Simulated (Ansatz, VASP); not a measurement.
This is a calculation of Sb for Ansatz 0.2.0.

The input input.yaml:

```yaml
crystal:
  lattice:
    - [4.5576856421, 0.0, 0.0]
    - [0.0, 4.4503796612, 0.0]
    - [-1.3292644138, 0.0, 6.4064972283]
  atoms:
    - { symbol: Sb, position: [0.33993, 0.25, 0.68367] }
    - { symbol: Sb, position: [0.936638, 0.75, 0.762758] }
    - { symbol: Sb, position: [0.063362, 0.25, 0.237242] }
    - { symbol: Sb, position: [0.66007, 0.75, 0.31633] }
hamiltonian:
  xc: pbe
  pseudopotentials: { kind: paw }
kpoints:
  mp_grid: { grid: [6, 6, 4] }
scf:
  occupations: { method: fermi_dirac, width: 0.05 }
output:
  forces: true
  stress: true
  eigenvalues: true
```

Potentials or basis: Ansatz PAW.

Launch:

```console
$ ansatz run input.yaml --threads 2 --pin off --max-ram 5120MiB --backend cpu --events-out ev --progress --plain --runs-dir out
```

Problem. Set up the same calculation for VASP 6.6.1. Potentials there: VASP PAW PBE potentials, release 64 (Sb).

Solution. As run (the cutoff follows the program's own potentials):

The input INCAR:

```
SYSTEM = Sb
ALGO = Normal
EDIFF = 1E-7
ENCUT = 520
GGA = PE
ISIF = 2
ISMEAR = -1
LASPH = .True.
LCHARG = .False.
LREAL = .False.
LWAVE = .False.
NBANDS = 18
NELM = 80
PREC = Accurate
SIGMA = 0.05
```

KPOINTS

```
k-points
0
Gamma
  6 6 4
  0 0 0
```

POSCAR

```
Sb
1.0
    4.5576856421      0.0000000000      0.0000000000
    0.0000000000      4.4503796612      0.0000000000
   -1.3292644138      0.0000000000      6.4064972283
Sb
4
Direct
    0.3399300000      0.2500000000      0.6836700000
    0.9366380000      0.7500000000      0.7627580000
    0.0633620000      0.2500000000      0.2372420000
    0.6600700000      0.7500000000      0.3163300000
```

Potentials or basis: VASP PAW PBE potentials, release 64 (Sb).

The run is started by

```bash
$ cat potpaw_PBE.64/Sb/POTCAR > POTCAR
$ mpirun -np 1 vasp_std > vasp.out
```

Both were run:

|  | VASP | Ansatz | Ansatz less VASP |
| --- | --- | --- | --- |
| gap on the k mesh at the Fermi level (eV) | none | none | - |
| pressure (GPa) | -0.8 | -0.8 | -0.02 |
| largest component of the traceless stress (GPa) | 0.52 | 0.50 | -0.011 |
| rms of the force components (eV/Å) | 0.083 | 0.096 | +0.0129 |

Atom by atom the forces differ by 0.017 eV/Å (rms over components). A gap of «none» marks a metal or a gap that the smearing closes. The two sets of potentials don't hold the same shells in valence.

Spin-orbit coupling is left out, which matters for the levels of Sb.
